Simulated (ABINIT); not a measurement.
Here is an ABINIT 10.8.3 (patched build) calculation.

run.abi

```
# Pseudopotentials
pp_dirpath "./"
pseudos "Pt.upf, S.upf"

# Structure
acell 6.6956776048 6.6956776048 9.5219519968
rprim
     1.0000000000     0.0000000000     0.0000000000
    -0.5000000000     0.8660254038     0.0000000000
     0.0000000000     0.0000000000     1.0000000000
ntypat 2
znucl 78 16
natom 3
typat 1 2 2
xred
     0.0000000000     0.0000000000     0.0000000000
     0.6666666667     0.3333333333     0.7730000000
     0.3333333333     0.6666666667     0.2270000000

# Plane-wave basis
ecut 35.0

# k points
kptopt 1
ngkpt 7 7 4
nshiftk 1
shiftk 0.0 0.0 0.0

# Exchange and correlation
ixc 7

# Bands and occupations
nband 19
occopt 3
tsmear 0.05 eV

# SCF cycle
nstep 100
tolvrs 1.0e-10

# Output
iomode 3
prtwf 0
prtden 0
prteig 0
prtebands 0
enunit 2
```

Potentials or basis: PseudoDojo NC SR LDA v0.4.1 standard.

The run is started by

```sh
$ mpirun --bind-to none -np 4 abinit run.abi > log 2>&1
```

Predict the band gap on the k mesh.

0.72 eV, indirect (least direct gap 0.88 eV).

Predict the largest force.

0.788 eV/Å.

Forces on the atoms (eV/Å):
```
Pt   0.000  0.000  0.000
S    0.000  0.000 -0.788
S    0.000  0.000  0.788
```

Caveat: spin-orbit coupling is left out, which moves the levels of the heavy elements; an odd mesh through Γ misses points on the zone boundary, where band edges often lie. LDA gaps usually lie below the measured ones, often by a third to a half.
